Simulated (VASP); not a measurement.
Set up this calculation in VASP 6.6.1, as an ASE script.

```
Task                   : single point
Functional             : PBE
Potentials or basis    : VASP PAW PBE potentials, release 64 (Cd)
Cutoff                 : 520 eV
k mesh                 : 10 × 10 × 10
Occupations            : gaussian, width 0.05 eV
Spin                   : no spin polarisation
Further INCAR settings : ALGO = Normal; EDIFF = 1.00e-06
```

The system is Cd.

```
Cd
1.0
     0.00000    2.21815    2.21815
     2.21815    0.00000    2.21815
     2.21815    2.21815    0.00000
Cd
1
Cartesian
  0.0000 0.0000 0.0000
```

This isn't the form of Cd at room conditions, which is hcp.

The input as run:

run.py

```python
from ase import Atoms
from ase.calculators.vasp import Vasp
from ase.dft.bandgap import bandgap

atoms = Atoms(
    ['Cd'],
    cell=[[0.0, 2.21814975, 2.21814975], [2.21814975, 0.0, 2.21814975], [2.21814975, 2.21814975, 0.0]],
    scaled_positions=[[0.0, 0.0, 0.0]],
    pbc=True,
)
calc = Vasp(
    directory='calc',
    xc='pbe',
    pp='PBE',
    setups='materialsproject',
    prec='Accurate',
    encut=520,
    ediff=1e-06,
    ismear=0,
    sigma=0.05,
    lreal=False,
    lasph=True,
    nelm=80,
    algo='Normal',
    isif=2,
    lwave=False,
    lcharg=False,
    kpts=[10, 10, 10],
    gamma=True,
)
atoms.calc = calc

print('energy (eV):', atoms.get_potential_energy())
print('free energy (eV):', atoms.get_potential_energy(force_consistent=True))
print('forces (eV/A):')
print(atoms.get_forces())
print('stress (eV/A^3, Voigt):', atoms.get_stress())
print('Fermi level (eV):', calc.get_fermi_level())
gap, top, bottom = bandgap(calc)
print('band gap (eV):', gap, 'from (spin, k, band)', top, 'to', bottom)
```

Potentials or basis: VASP PAW PBE potentials, release 64 (Cd).

Command:

```console
$ python run.py
```

Results of the run:

The pressure is 2.7 GPa and the band gap on the k mesh is none (metal or under the smearing width).

It took 8.8 s on 1 thread of Intel(R) Xeon(R) Platinum 8488C (Sapphire Rapids), with other jobs on the host, peak memory 0.13 GiB.
